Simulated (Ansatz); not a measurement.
Runs of Ansatz 0.2.0 on Ge. The structure is tetragonal, space group I4_1/amd (No. 141). Conventional cell: a = 5.149 Å, b = 5.149 Å, c = 2.795 Å, α = 90.00°, β = 90.00°, γ = 90.00°. Ge (site symmetry -4m2) has 6 Ge at 2.67 to 2.79 Å as nearest neighbours. This isn't the form of Ge at room conditions, which is diamond.

| task | level | cell | k mesh | cutoff (eV) | smearing | basis error allowed | mesh quality | gap on the mesh (eV) | pressure (GPa) |
| --- | --- | --- | --- | --- | --- | --- | --- | --- | --- |
| relaxation of cell and atoms | PBEsol+D3(BJ) | relaxed | 11 × 11 × 11 | - | fermi-dirac 0.05 eV | 0.001 eV/atom | not flagged | - | 0.0 |
| elastic constants | PBEsol | as given | 8 × 8 × 8 | 275 | fermi-dirac 0.05 eV | 0.001 eV/atom | coarse | none | -0.7 |
| single point | PBE | as given | 11 × 11 × 11 | 254 | gaussian 0.014 eV | 0.001 eV/atom | not flagged | none | 3.3 |
| single point | PBE | as given | 11 × 11 × 11 | 254 | gaussian 0.027 eV | 0.001 eV/atom | not flagged | none | 3.2 |
| single point | PBE | as given | 6 × 6 × 6 | 222 | fermi-dirac 0.02 eV | 0.003 eV/atom | coarse | none | (a) |
| single point | LDA | as given | 11 × 11 × 11 | 255 | gaussian 0.1 eV | 0.001 eV/atom | not flagged | none | (b) |
| band structure | RPBE | as given | 11 × 11 × 11 | 254 | fermi-dirac 0.05 eV | 0.001 eV/atom | not flagged | - | 5.0 |

Alike in all rows: potentials or basis all-electron LAPW, scalar-relativistic; no spin polarisation.

Problem. Estimate the missing entries.

Solution. (a) 3.0; (b) -2.4.

Caveats: some runs use coarse meshes; the k mesh is thin for a metal, which can move the energy by tens of meV per atom (some runs); a metal's response needs a denser mesh (some runs); elastic constants of metals need much finer meshes, so these are rough (some runs).

A k mesh can miss the band edges, and the runs leave out spin-orbit coupling on Ge.

A gap of «none» marks a metal or a gap under the smearing width.
